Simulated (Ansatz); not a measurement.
**SrCl₂ (fluorite structure)**

The computed numbers are results of PBE, scalar-relativistic (no spin polarisation) in the plane-wave PAW code Ansatz at 420 eV, Γ-centred 8×8×8 mesh, 0.05 eV Gaussian smearing. The datasets are Ansatz's generated set soft_2.

```
CELL_PARAMETERS angstrom
0.00000 3.52061 3.52061
3.52061 0.00000 3.52061
3.52061 3.52061 0.00000
ATOMIC_POSITIONS crystal
Sr 0.00000 0.00000 0.00000
Cl 0.25000 0.25000 0.25000
Cl 0.75000 0.75000 0.75000
```

The start was a prototype's sites filled with these elements; the Crystallography Open Database holds the compound in this structure.

Cell and atoms are those of this level's equilibrium.

The cell has space group Fm-3m (read at 0.01 Å). In it the stress is 0.00, 0.00, 0.00, 0.00, 0.00, 0.00 GPa and the largest force component 0.000 eV/Å. Each change below starts from this cell, without further relaxation. Stress is in GPa, positive in compression, in the order xx, yy, zz, yz, xz, xy; energies are counted from the cell above.

Q: What happens when atom 1 (Sr) is moved by 0.05 Å along y?

A: The energy changes by 2.8 meV per cell, and the force on it along the shift is -0.114 eV/Å (−F/u = 2.28 eV/Å²). Stress: 0.03, 0.02, 0.03, 0.00, 0.00, 0.00.
```tsv
atom	Fx (eV/Å)	Fy	Fz
Sr1	0.000	-0.114	0.000
Cl2	0.000	0.057	0.000
Cl3	0.000	0.057	0.000
```
In a harmonic crystal the energy would rise by −½F·u = ½ × 2.28 × 0.05² eV = 2.8 meV, which matches.

Q: One atom was moved along a Cartesian axis, and these forces appeared. Which atom, and about how far?
```
atom  Fx (eV/Å)     Fy     Fz
 Sr1      0.057  0.000  0.000
 Cl2      0.067  0.000  0.000
 Cl3     -0.124  0.000  0.000
```

A: Atom 3 (Cl) is moved by 0.05 Å along x; the energy changes by 3.1 meV per cell.

Q: What stress follows from an engineering strain of 1 % in yz, atoms carried along?

A: 0.00, 0.00, 0.00, -0.12, 0.00, 0.00 GPa; the energy changes by 0.3 meV per cell.
```tsv
atom	Fx (eV/Å)	Fy	Fz
Sr1	0.000	0.000	0.000
Cl2	-0.020	0.000	0.000
Cl3	0.020	0.000	0.000
```
The change of the stress over the strain gives a clamped-atom stiffness of about 12.1 GPa for this component.

Q: What stress follows from an engineering strain of -1 % in yy, atoms carried along?

A: 0.18, 0.69, 0.18, 0.00, 0.00, 0.00 GPa; the energy changes by 1.8 meV per cell.
The change of the stress over the strain gives a clamped-atom stiffness of about 69 GPa for this component, a secant value that lies under the elastic constant in tension and over it in compression, by several per cent for each per cent of strain.
In a harmonic crystal the energy would rise by V(½Cε² − σ₀ε), with σ₀ the stress of the unstrained cell, = 1.9 meV, which matches.

Q: All atoms and the cell are disturbed at random:
```
CELL_PARAMETERS angstrom
-0.01980 3.53994 3.50413
3.59486 -0.03323 3.51757
3.55599 3.51450 0.00564
ATOMIC_POSITIONS crystal
Sr 0.00934 0.04327 0.97407
Cl 0.19671 0.19677 0.30006
Cl 0.79394 0.75996 0.72588
```
Give the energy change, the stress and the forces.

A: 465.3 meV per cell; stress 0.61, 1.11, 4.20, -0.36, 0.53, 2.42 GPa. The gap on the mesh goes from 5.24 eV to 4.63 eV.
| atom | Fx (eV/Å) | Fy | Fz |
| --- | --- | --- | --- |
| Sr1 | -0.127 | 0.022 | -0.617 |
| Cl2 | 0.019 | 0.153 | 1.711 |
| Cl3 | 0.109 | -0.175 | -1.094 |

Q: All atoms and the cell are disturbed at random:
```xyz
3
Lattice="-0.0893 3.4687 3.4493 3.4556 -0.0785 3.4385 3.4592 3.4614 -0.0821" Properties=species:S:1:pos:R:3 pbc="T T T"
Sr   -0.0220    0.0209    0.0103
Cl    1.8018    1.6875    1.9702
Cl    5.0457    5.1432    4.8252
```
Give the energy change, the stress and the forces.

A: 364.5 meV per cell; stress 1.22, 1.09, 4.31, -0.80, 0.19, -2.23 GPa. The gap on the mesh goes from 5.24 eV to 4.81 eV.
```tsv
atom	Fx (eV/Å)	Fy	Fz
Sr1	0.161	-0.163	0.015
Cl2	-0.387	0.331	-1.412
Cl3	0.226	-0.168	1.397
```

Semilocal functionals underestimate band gaps, commonly by a third or more.
